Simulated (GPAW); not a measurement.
Crystal: ZnS (Wurtzite-4H).

```
Zn S
1.0
     3.82270    0.00000    0.00000
    -1.91135    3.31056    0.00000
     0.00000    0.00000   12.52000
Zn S
4 4
Direct
  0.66667 0.33333 0.75000
  0.33333 0.66667 0.25000
  0.00000 0.00000 0.50000
  0.00000 0.00000 0.00000
  0.66667 0.33333 0.93750
  0.33333 0.66667 0.43750
  0.00000 0.00000 0.68750
  0.00000 0.00000 0.18750
```

* Program: GPAW 26.7.0
* Task: single point
* Functional: PBE
* Potentials or basis: GPAW PAW data sets (gpaw-data 1.2.1)
* Cutoff: 600 eV
* Basis: pw
* k mesh: 8 × 8 × 3
* Occupations: fermi-dirac, width 0.05 eV
* Spin: no spin polarisation

On this cell: pressure 1.3 GPa; largest force 0.044 eV/Å; band gap on the k mesh 2.12 eV, direct.

The same run follows on a disturbed copy (atoms moved at random, drawn with an rms of 0.05 Å):

```
CELL_PARAMETERS angstrom
3.82270 0.00000 0.00000
-1.91135 3.31056 0.00000
0.00000 0.00000 12.52000
ATOMIC_POSITIONS crystal
Zn 0.65526 0.33502 0.74988
Zn 0.30724 0.65167 0.24799
Zn 0.99641 0.99959 0.50321
Zn 0.00860 0.99927 0.99656
S 0.67436 0.33126 0.93947
S 0.34516 0.66864 0.43318
S 0.01251 0.99266 0.68885
S 0.99265 0.00415 0.19057
```

**Question.** What does the disturbed cell give?

**Answer.** The energy moves by +15.8 meV/atom; pressure 1.6 GPa; largest force 0.852 eV/Å; band gap on the k mesh 2.00 eV, direct.

Forces on the atoms (eV/Å):
```
Zn   0.609 -0.076  0.228
Zn   0.197  0.446  0.067
Zn   0.282  0.063 -0.482
Zn  -0.021 -0.023  0.589
S   -0.032  0.041 -0.308
S   -0.292 -0.082  0.685
S   -0.632  0.092 -0.071
S   -0.112 -0.461 -0.708
```

Stress tensor (GPa, compression positive):
```
1.50 0.61 0.65
0.61 2.27 0.26
0.65 0.26 1.03
```

Caveats: an odd mesh through Γ misses points on the zone boundary, where band edges often lie.
